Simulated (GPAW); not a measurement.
Runs of GPAW 26.7.0 on CoO. The structure is hexagonal, space group P-6m2 (No. 187). The conventional cell has a = 2.828 Å, b = 2.828 Å, c = 2.722 Å, α = 90.00°, β = 90.00°, γ = 120.00°. Co (site symmetry -6m2) has 6 O at 2.13 Å as nearest neighbours. Around O (site symmetry -6m2) lie 6 Co at 2.13 Å. The cell was built by a generator and needn't be a form met in nature.

| level | potentials or basis | gap on the mesh (eV) | pressure (GPa) | moment (μB) | relaxed volume (Å³/atom) |
| --- | --- | --- | --- | --- | --- |
| PBE | GPAW PAW data sets (gpaw-data 1.2.1), pw | none | 0.0 | 3.00 | (a) |
| PBE+D3(BJ) | GPAW PAW data sets (gpaw-data 1.2.1), pw | none | -0.1 | 3.00 | 9.26 |
| RPBE | the program's PAW data sets (release 1.2.1) made for this functional, pw | none | -0.2 | 3.00 | 9.79 |
| revPBE | the program's PAW data sets (release 1.2.1) made for this functional, pw | none | -0.1 | 3.00 | 9.70 |

Alike in all rows: task relaxation of cell and atoms; spin collinear, ferromagnetic start; cell relaxed; k mesh 8 × 8 × 7; cutoff (eV) 800; smearing fermi-dirac 0.05 eV.

Q: Fill in the values left out.

A: (a) 9.45.

Caveats: each step starts from the last one's moments, so a moment once lost doesn't come back; later steps reuse the first step's grids; a cell with one magnetic atom can't hold antiferromagnetic order, which such compounds often take; semilocal functionals often make such compounds metallic where correlation or magnetic order opens a gap, which also shifts bond lengths; pairwise dispersion overbinds metals, which lowers pressure and volume (some runs).

A gap of «none» marks a metal or a gap under the smearing width.
